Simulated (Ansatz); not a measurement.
# Copper, diamond under revPBE: ground state and equation of state, part 2 of 2

What does revPBE give for copper in the diamond structure? We relax it, solve it on a dense k-mesh, then scale the cell to 7 volumes from 88 to 112 % of the relaxed one and try a fit of the equation of state. Spin polarisation is left out. The k-meshes are 11×11×11 for the relaxation; 16×16×16 for the dense run; 11×11×11 for the volumes.

Ansatz 0.2.0; DFT, revPBE, plane waves (420 eV) with PAW, scalar-relativistic.

### 5 The cell scaled to 92 % of its volume

This is Cu in the diamond structure; at room conditions it is fcc.

input.yaml reads:

```yaml
crystal:
  lattice:
    - [0.0, 2.6347946138, 2.6347946138]
    - [2.6347946138, 0.0, 2.6347946138]
    - [2.6347946138, 2.6347946138, 0.0]
  atoms:
    - { symbol: Cu, position: [0.125, 0.125, 0.125] }
    - { symbol: Cu, position: [0.875, 0.875, 0.875] }
hamiltonian:
  xc: revpbe
  pseudopotentials:
    kind: paw
    azcp:
      Cu: "pseudopotentials/Cu.paw.azcp"
basis:
  ecutwfc: 420
  fft_grid_basis: typed
kpoints:
  mp_grid: { grid: [11, 11, 11], shift: [0, 0, 0] }
magnetization:
  spin_polarized: false
scf:
  occupations: { method: fermi_dirac, width: 0.1 }
  lower_state_search: "off"
output:
  stress: true
```

Standard output, cut to the lines that bear on the results:

```text
Warning: RAYON_NUM_THREADS=2 ignored (pool sized by the plan → 2); use --threads N
[...]
Pseudopotentials: kind: paw
Pseudopotential: Cu, paw, valence charge 19, recommended cutoff 420 eV (normal), <dir>
Functional definition: revPBE
[...]
Crystal: 2 atoms, lattice volume = 36.582 Å³
Basis set: ecut = 420 eV, 725 PW (Γ)
Bands: 23, of which v1, the nominal top of the filled ones, is band 19 counted from 1 (18 counted from 0)
Symmetry: 48 space group operations
Space group: Fd-3m (ITA 227), of the structure as read, at distance tolerance 3.3e-5 Å
k-points: 56 of 1331
[...]
SCF iter   1: F=—  HF=-13255.750754 eV  |F-HF|=—  |Δ(HF+E_count)|=         —  Δρ=1.04e-2  dr2=2.44e-2  ethr=1.77e-3  ⟨swp⟩=5.4  Hψ=4880  notcnv=0
[...]
SCF iter   8: F=-13255.746412 eV  HF=-13255.746412 eV  |F-HF|=1.02e-8  |Δ(HF+E_count)|=   3.28e-8  Δρ=3.68e-6  dr2=4.60e-9  ethr=2.63e-10  ⟨swp⟩=4.0  Hψ=4075  notcnv=0
[...]
SCF converged after 8 iterations
Free energy (F): -13255.746412 eV
[...]
E sigma→0 (E₀):  -13255.733296 eV
Entropy (-TS):   -0.026231 eV (-13.116 meV/atom)
Fermi energy:    9.191797 eV
[...]
--- Stress (GPa, compression-positive) ---
        4.898711      -0.000000       0.000000
       -0.000000       4.898711       0.000000
       -0.000000       0.000000       4.898711
  P = ⅓ Tr σ = 4.8987 GPa (48.987 kbar)
```

It took 1.4 s on 2 threads of Arm Neoverse V2, shared host; peak memory 0.31 GiB.

### 6 The cell scaled to 96 % of its volume

input.yaml, as its differences from that of step 5:

```diff
@@ -2,5 +2,5 @@
   lattice:
-    - [0.0, 2.6347946138, 2.6347946138]
-    - [2.6347946138, 0.0, 2.6347946138]
-    - [2.6347946138, 2.6347946138, 0.0]
+    - [0.0, 2.6724396229, 2.6724396229]
+    - [2.6724396229, 0.0, 2.6724396229]
+    - [2.6724396229, 2.6724396229, 0.0]
   atoms:
```

Standard output, cut to the lines that bear on the results:

```text
Warning: RAYON_NUM_THREADS=2 ignored (pool sized by the plan → 2); use --threads N
[...]
Pseudopotentials: kind: paw
Pseudopotential: Cu, paw, valence charge 19, recommended cutoff 420 eV (normal), <dir>
Functional definition: revPBE
[...]
Crystal: 2 atoms, lattice volume = 38.173 Å³
Basis set: ecut = 420 eV, 725 PW (Γ)
Bands: 23, of which v1, the nominal top of the filled ones, is band 19 counted from 1 (18 counted from 0)
Symmetry: 48 space group operations
Space group: Fd-3m (ITA 227), of the structure as read, at distance tolerance 3.4e-5 Å
k-points: 56 of 1331
[...]
SCF iter   1: F=—  HF=-13255.785657 eV  |F-HF|=—  |Δ(HF+E_count)|=         —  Δρ=1.06e-2  dr2=2.68e-2  ethr=1.77e-3  ⟨swp⟩=5.4  Hψ=4864  notcnv=0
[...]
SCF iter   7: F=-13255.780839 eV  HF=-13255.780839 eV  |F-HF|=6.23e-8  |Δ(HF+E_count)|=   1.43e-7  Δρ=1.42e-5  dr2=9.18e-8  ethr=2.63e-10  ⟨swp⟩=3.1  Hψ=4814  notcnv=0
[...]
SCF converged after 7 iterations
Free energy (F): -13255.780839 eV
[...]
E sigma→0 (E₀):  -13255.767472 eV
Entropy (-TS):   -0.026734 eV (-13.367 meV/atom)
Fermi energy:    8.601343 eV
[...]
--- Stress (GPa, compression-positive) ---
        2.147634      -0.000000       0.000000
       -0.000000       2.147634       0.000000
        0.000000       0.000000       2.147634
  P = ⅓ Tr σ = 2.1476 GPa (21.476 kbar)
```

Run time: 1.4 s. Hardware: 2 threads of Arm Neoverse V2, shared host; peak memory 0.32 GiB.

### 7 The cell scaled to 100 % of its volume

input.yaml, as its differences from that of step 6:

```diff
@@ -2,5 +2,5 @@
   lattice:
-    - [0.0, 2.6724396229, 2.6724396229]
-    - [2.6724396229, 0.0, 2.6724396229]
-    - [2.6724396229, 2.6724396229, 0.0]
+    - [0.0, 2.7090529346, 2.7090529346]
+    - [2.7090529346, 0.0, 2.7090529346]
+    - [2.7090529346, 2.7090529346, 0.0]
   atoms:
```

Standard output, cut to the lines that bear on the results:

```text
Warning: RAYON_NUM_THREADS=2 ignored (pool sized by the plan → 2); use --threads N
[...]
Pseudopotentials: kind: paw
Pseudopotential: Cu, paw, valence charge 19, recommended cutoff 420 eV (normal), <dir>
Functional definition: revPBE
[...]
Crystal: 2 atoms, lattice volume = 39.763 Å³
Basis set: ecut = 420 eV, 749 PW (Γ)
Bands: 23, of which v1, the nominal top of the filled ones, is band 19 counted from 1 (18 counted from 0)
Symmetry: 48 space group operations
Space group: Fd-3m (ITA 227), of the structure as read, at distance tolerance 3.4e-5 Å
k-points: 56 of 1331
[...]
SCF iter   1: F=—  HF=-13255.796252 eV  |F-HF|=—  |Δ(HF+E_count)|=         —  Δρ=1.08e-2  dr2=2.90e-2  ethr=1.77e-3  ⟨swp⟩=5.2  Hψ=4882  notcnv=0
[...]
SCF iter   6: F=-13255.791045 eV  HF=-13255.791045 eV  |F-HF|=1.37e-8  |Δ(HF+E_count)|=   9.13e-7  Δρ=1.20e-5  dr2=5.19e-8  ethr=2.63e-10  ⟨swp⟩=3.3  Hψ=5563  notcnv=0
[...]
SCF converged after 6 iterations
Free energy (F): -13255.791045 eV
[...]
E sigma→0 (E₀):  -13255.777468 eV
Entropy (-TS):   -0.027154 eV (-13.577 meV/atom)
Fermi energy:    8.062674 eV
[...]
--- Stress (GPa, compression-positive) ---
       -0.002825       0.000000       0.000000
        0.000000      -0.002825       0.000000
        0.000000      -0.000000      -0.002825
  P = ⅓ Tr σ = -0.0028 GPa (-0.028 kbar)
```

Wall time 1.4 s (2 threads of Arm Neoverse V2, shared host); peak memory 0.32 GiB.

### 8 The cell scaled to 104 % of its volume

input.yaml, as its differences from that of step 7:

```diff
@@ -2,5 +2,5 @@
   lattice:
-    - [0.0, 2.7090529346, 2.7090529346]
-    - [2.7090529346, 0.0, 2.7090529346]
-    - [2.7090529346, 2.7090529346, 0.0]
+    - [0.0, 2.7447024561, 2.7447024561]
+    - [2.7447024561, 0.0, 2.7447024561]
+    - [2.7447024561, 2.7447024561, 0.0]
   atoms:
```

Standard output, cut to the lines that bear on the results:

```text
Warning: RAYON_NUM_THREADS=2 ignored (pool sized by the plan → 2); use --threads N
[...]
Pseudopotentials: kind: paw
Pseudopotential: Cu, paw, valence charge 19, recommended cutoff 420 eV (normal), <dir>
Functional definition: revPBE
[...]
Crystal: 2 atoms, lattice volume = 41.354 Å³
Basis set: ecut = 420 eV, 869 PW (Γ)
Bands: 23, of which v1, the nominal top of the filled ones, is band 19 counted from 1 (18 counted from 0)
Symmetry: 48 space group operations
Space group: Fd-3m (ITA 227), of the structure as read, at distance tolerance 3.5e-5 Å
k-points: 56 of 1331
[...]
SCF iter   1: F=—  HF=-13255.787871 eV  |F-HF|=—  |Δ(HF+E_count)|=         —  Δρ=1.10e-2  dr2=3.13e-2  ethr=1.77e-3  ⟨swp⟩=5.1  Hψ=4885  notcnv=0
[...]
SCF iter   6: F=-13255.782334 eV  HF=-13255.782334 eV  |F-HF|=2.02e-8  |Δ(HF+E_count)|=   9.83e-7  Δρ=1.16e-5  dr2=5.74e-8  ethr=2.63e-10  ⟨swp⟩=3.3  Hψ=5580  notcnv=0
[...]
SCF converged after 6 iterations
Free energy (F): -13255.782334 eV
[...]
E sigma→0 (E₀):  -13255.768608 eV
Entropy (-TS):   -0.027451 eV (-13.725 meV/atom)
Fermi energy:    7.569182 eV
[...]
--- Stress (GPa, compression-positive) ---
       -1.684523      -0.000000      -0.000000
        0.000000      -1.684523       0.000000
        0.000000      -0.000000      -1.684523
  P = ⅓ Tr σ = -1.6845 GPa (-16.845 kbar)
```

Wall time 1.4 s (2 threads of Arm Neoverse V2, shared host); peak memory 0.32 GiB.

### 9 The cell scaled to 108 % of its volume

input.yaml, as its differences from that of step 8:

```diff
@@ -2,5 +2,5 @@
   lattice:
-    - [0.0, 2.7447024561, 2.7447024561]
-    - [2.7447024561, 0.0, 2.7447024561]
-    - [2.7447024561, 2.7447024561, 0.0]
+    - [0.0, 2.7794492139, 2.7794492139]
+    - [2.7794492139, 0.0, 2.7794492139]
+    - [2.7794492139, 2.7794492139, 0.0]
   atoms:
```

Standard output, cut to the lines that bear on the results:

```text
Warning: RAYON_NUM_THREADS=2 ignored (pool sized by the plan → 2); use --threads N
[...]
Pseudopotentials: kind: paw
Pseudopotential: Cu, paw, valence charge 19, recommended cutoff 420 eV (normal), <dir>
Functional definition: revPBE
[...]
Crystal: 2 atoms, lattice volume = 42.944 Å³
Basis set: ecut = 420 eV, 869 PW (Γ)
Bands: 23, of which v1, the nominal top of the filled ones, is band 19 counted from 1 (18 counted from 0)
Symmetry: 48 space group operations
Space group: Fd-3m (ITA 227), of the structure as read, at distance tolerance 3.5e-5 Å
k-points: 56 of 1331
[...]
SCF iter   1: F=—  HF=-13255.764656 eV  |F-HF|=—  |Δ(HF+E_count)|=         —  Δρ=1.11e-2  dr2=3.34e-2  ethr=1.77e-3  ⟨swp⟩=5.1  Hψ=4893  notcnv=0
[...]
SCF iter   6: F=-13255.758836 eV  HF=-13255.758836 eV  |F-HF|=3.70e-8  |Δ(HF+E_count)|=   1.14e-6  Δρ=1.55e-5  dr2=8.55e-8  ethr=2.63e-10  ⟨swp⟩=3.1  Hψ=5512  notcnv=0
[...]
SCF converged after 6 iterations
Free energy (F): -13255.758836 eV
[...]
E sigma→0 (E₀):  -13255.745026 eV
Entropy (-TS):   -0.027619 eV (-13.809 meV/atom)
Fermi energy:    7.115399 eV
[...]
--- Stress (GPa, compression-positive) ---
       -2.997960      -0.000000       0.000000
        0.000000      -2.997960      -0.000000
        0.000000      -0.000000      -2.997960
  P = ⅓ Tr σ = -2.9980 GPa (-29.980 kbar)
```

Run time: 1.4 s. Hardware: 2 threads of Arm Neoverse V2, shared host; peak memory 0.32 GiB.

### 10 The cell scaled to 112 % of its volume

input.yaml, as its differences from that of step 9:

```diff
@@ -2,5 +2,5 @@
   lattice:
-    - [0.0, 2.7794492139, 2.7794492139]
-    - [2.7794492139, 0.0, 2.7794492139]
-    - [2.7794492139, 2.7794492139, 0.0]
+    - [0.0, 2.8133482769, 2.8133482769]
+    - [2.8133482769, 0.0, 2.8133482769]
+    - [2.8133482769, 2.8133482769, 0.0]
   atoms:
```

Standard output, cut to the lines that bear on the results:

```text
Warning: RAYON_NUM_THREADS=2 ignored (pool sized by the plan → 2); use --threads N
[...]
Pseudopotentials: kind: paw
Pseudopotential: Cu, paw, valence charge 19, recommended cutoff 420 eV (normal), <dir>
Functional definition: revPBE
[...]
Crystal: 2 atoms, lattice volume = 44.535 Å³
Basis set: ecut = 420 eV, 893 PW (Γ)
Bands: 23, of which v1, the nominal top of the filled ones, is band 19 counted from 1 (18 counted from 0)
Symmetry: 48 space group operations
Space group: Fd-3m (ITA 227), of the structure as read, at distance tolerance 3.5e-5 Å
k-points: 56 of 1331
[...]
SCF iter   1: F=—  HF=-13255.729845 eV  |F-HF|=—  |Δ(HF+E_count)|=         —  Δρ=1.11e-2  dr2=3.55e-2  ethr=1.77e-3  ⟨swp⟩=5.0  Hψ=4881  notcnv=0
[...]
SCF iter   7: F=-13255.723801 eV  HF=-13255.723801 eV  |F-HF|=1.60e-9  |Δ(HF+E_count)|=   9.11e-9  Δρ=3.36e-6  dr2=3.64e-9  ethr=2.63e-10  ⟨swp⟩=4.0  Hψ=4189  notcnv=0
[...]
SCF converged after 7 iterations
Free energy (F): -13255.723801 eV
[...]
E sigma→0 (E₀):  -13255.709960 eV
Entropy (-TS):   -0.027682 eV (-13.841 meV/atom)
Fermi energy:    6.696746 eV
[...]
--- Stress (GPa, compression-positive) ---
       -4.019431      -0.000000       0.000000
        0.000000      -4.019431      -0.000000
       -0.000000      -0.000000      -4.019431
  P = ⅓ Tr σ = -4.0194 GPa (-40.194 kbar)
```

Wall time 1.4 s (2 threads of Arm Neoverse V2, shared host); peak memory 0.32 GiB.

### 11 The equation of state

The cell was scaled evenly, with its shape and the fractional positions fixed.

| V (Å³/atom) | E − E₀ (meV/atom) | P from the stress (GPa) | P from the fit (GPa) |
| --- | --- | --- | --- |
| 17.496 | 54.7 | 8.42 | 8.40 |
| 18.291 | 22.1 | 4.90 | 4.87 |
| 19.086 | 5.0 | 2.15 | 2.12 |
| 19.882 | 0.0 | 0.00 | -0.02 |
| 20.677 | 4.4 | -1.68 | -1.70 |
| 21.472 | 16.2 | -3.00 | -3.00 |
| 22.267 | 33.8 | -4.02 | -4.02 |

A third-order Birch-Murnaghan fit gives V₀ = 19.873 Å³/atom, B₀ = 47 GPa and B₀′ = 5.2; it misses no point by more than 0.01 meV/atom.

### 12 Outcome

This closing draws on all 2 parts.

```
                      quantity                         value
space group (spins left aside)               Fd-3m (No. 227)
             conventional cell                   a = 5.418 Å
                        volume                19.882 Å³/atom
             shortest distance                       2.346 Å
               gap on the mesh  none (levels filled in part)
               relative to fcc                 +986 meV/atom
                   V₀, B₀, B₀′   19.873 Å³/atom, 47 GPa, 5.2
```

From the guessed start the volume grew by 24.7 % in 9 steps. It lies 986 meV/atom above the element's reference form at the same level (fcc, from a run of its own). No gap shows: it is a metal or semimetal at this level. B₀ comes out at 47 GPa. Relaxation kept the symmetry; phonons were not checked.
